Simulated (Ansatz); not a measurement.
Structure: COD 9011998, as refined from experiment and not relaxed. The listed cell was then made from it by scaling, straining or moving an atom.

Si: DFT, PBE, PAW with Ansatz's default frozen-core files, scalar-relativistic (Ansatz 0.2.0). What sets it apart from a plain run of this crystal: atom 1 (Si) moved by (0.0000, 0.0000, 0.0500) Å.

Command: `ansatz run input.yaml --threads 1 --pin off --max-ram 2048MiB --backend cpu --events-out ev --progress --plain --runs-dir out` The run took 5.7 s on 1 thread of AMD EPYC 7R43 64-Core Processor (Zen 3) (shared host), peak memory 0.43 GiB.

```yaml
crystal:
  lattice:
    - [0.0, 2.71547, 2.71547]
    - [2.71547, 0.0, 2.71547]
    - [2.71547, 2.71547, 0.0]
  atoms:
    - { symbol: Si, position: [0.5092065094, 0.5092065094, 0.4907934906] }
    - { symbol: Si, position: [0.75, 0.75, 0.75] }
kpoints:
  mp_grid: { grid: [11, 11, 11] }
scf:
  occupations: { method: fermi_dirac, width: 0.08 }
hamiltonian:
  xc: pbe
  pseudopotentials: { kind: paw }
output:
  forces: true
  stress: true
  eigenvalues: true
  efg: { contact_densities: true }
  write_density: true
  write_potential: true
  elf: true
  volumetric_format: npy
```

Output (standing set-up lines are left out):

```
Symmetry: 8 space group operations
Space group: Imma (ITA 74), of the structure as read, at distance tolerance 3.4e-5 Å
k-points: 216 of 1331
SCF iter   1: F=—  HF=-1271.597415 eV  |F-HF|=—  |Δ(HF+E_count)|=         —  Δρ=1.17e-3  dr2=3.16e-4  ethr=1.77e-3  ⟨swp⟩=5.8  Hψ=15115  notcnv=0
preconditioner: auto → none  [insulator: Δε(μ)=0.317 eV  Ē_g=9.473 eV  σ=0.080 eV  W_gap=0.70  n_scr=8 (ndim 8)  ℏωp=16.6 eV  f_vac=0.000  D(μ)=0.02/eV (n_scr^D=0)  ε∞_Penn≈4.1]
SCF iter   2: F=—  HF=-1271.597738 eV  |F-HF|=—  |Δ(HF+E_count)|=   3.24e-4  Δρ=4.93e-4  dr2=5.02e-5  ethr=3.95e-6  ⟨swp⟩=2.2  Hψ=4172  notcnv=0
SCF iter   3: F=—  HF=-1271.597782 eV  |F-HF|=—  |Δ(HF+E_count)|=   4.40e-5  Δρ=9.71e-5  dr2=2.28e-6  ethr=6.27e-7  ⟨swp⟩=2.1  Hψ=2605  notcnv=0
iter 4 did not close the SCF: its close was put off for the readings that it lacked (scf_convergence_deferred on its scf_iter line)
SCF iter   4: F=-1271.597784 eV  HF=-1271.597784 eV  |F-HF|=1.53e-8  |Δ(HF+E_count)|=   1.73e-6  Δρ=1.59e-5  dr2=7.47e-8  ethr=2.85e-8  ⟨swp⟩=2.0  Hψ=2593  notcnv=0
iter 5 did not close the SCF: its close was put off for the readings that it lacked (scf_convergence_deferred on its scf_iter line)
SCF iter   5: F=-1271.597784 eV  HF=-1271.597784 eV  |F-HF|=4.94e-10  |Δ(HF+E_count)|=   2.56e-8  Δρ=1.36e-6  dr2=3.11e-10  ethr=9.33e-10  ⟨swp⟩=2.6  Hψ=2685  notcnv=0
SCF iter   6: F=-1271.597784 eV  HF=-1271.597784 eV  |F-HF|=6.82e-13  |Δ(HF+E_count)|=  5.00e-10  Δρ=1.85e-7  dr2=8.98e-12  ethr=3.89e-12  ⟨swp⟩=4.3  Hψ=7842  notcnv=0
SCF 1 converged in 6 iterations: F = -1271.597784 eV  dr2 = 8.98e-12
  greatest PAW one-centre occupation: 0.634 electrons in one spin orbital (limit 2), on the Si atom at site 1 (counted from 0), in its partial waves of l = 0
SCF converged after 6 iterations
Free energy (F): -1271.597784 eV
Harris-Foulkes:  -1271.597784 eV  (|F-HF|=6.82e-13)
Internal energy: -1271.597228 eV  (E = F + TS)
E sigma→0 (E₀):  -1271.597506 eV
Entropy (-TS):   -0.000556 eV (-0.278 meV/atom)
Fermi energy:    6.558174 eV
--- Per-component energies (eV) ---
  E_band       = 9.303846
  E_kinetic    = 80.851488
  E_local      = -54.862134  (includes V_loc(G=0)·N_el)
  E_nonlocal   = 52.039807
  E_hartree    = 14.915015
  E_xc         = -110.436994
  E_vxc        = -93.565135  (∫ρ·V_xc dr)
  E_paw        = -1025.612803  (= ΣΔE_a)
  E_vpaw       = -4.990236  (= ΣTr[D̂ρ^β])
  E_aug_tail   = 0.000012  (compensation charges beyond the density's cutoff)
  E_ewald      = -228.491620
  E_smearing   = -0.000556  (= −TS)
  E_closure    = 0.000000  (closes the sum)
  Σ components = -1271.597784   (vs F -1271.597784, Δ=0.00e0)
--- Forces (eV/Å), atoms counted from 1 ---
  atom   1  Si    -0.00000000    -0.00000000    -0.67515055
  atom   2  Si    -0.00000000     0.00000000     0.67515055
  max |Σ_I F_I| component: 5.55e-17 eV/Å
--- Stress (GPa, compression-positive) ---
        2.147981       2.008913      -0.000000
        2.008913       2.147981       0.000000
       -0.000000       0.000000       1.985722
  P = ⅓ Tr σ = 2.0939 GPa (20.939 kbar)
--- PAW observables at the nuclei: V_zz in 10²¹ V/m², potentials from the cell's mean, atoms counted from 1 ---
  atom   1  Si V_zz =    -0.463994   η = 0.9170   by run symmetry: allowed
            electrostatic potential = -1358.506110 V   contact ρ = 12810.714322 e/Å³
  atom   2  Si V_zz =    -0.463994   η = 0.9170   by run symmetry: allowed
            electrostatic potential = -1358.506110 V   contact ρ = 12810.714322 e/Å³
--- Band table (eV; the first three rows and the last of 216) ---
  k-point 0: bands = ["-5.7358", "5.9862", "6.2338", "6.4695", "8.6459", "8.7787", "8.9292", "9.5867"]
  k-point 1: bands = ["-5.6267", "5.1107", "5.9948", "6.2749", "8.8641", "8.9165", "9.1085", "10.3484"]
  k-point 2: bands = ["-5.3033", "3.4659", "5.6402", "5.9000", "8.5598", "9.4122", "9.6233", "11.9123"]
  k-point 215: bands = ["-1.7792", "-1.3518", "3.0502", "3.3434", "6.8816", "7.7054", "15.7601", "15.9412"]
```
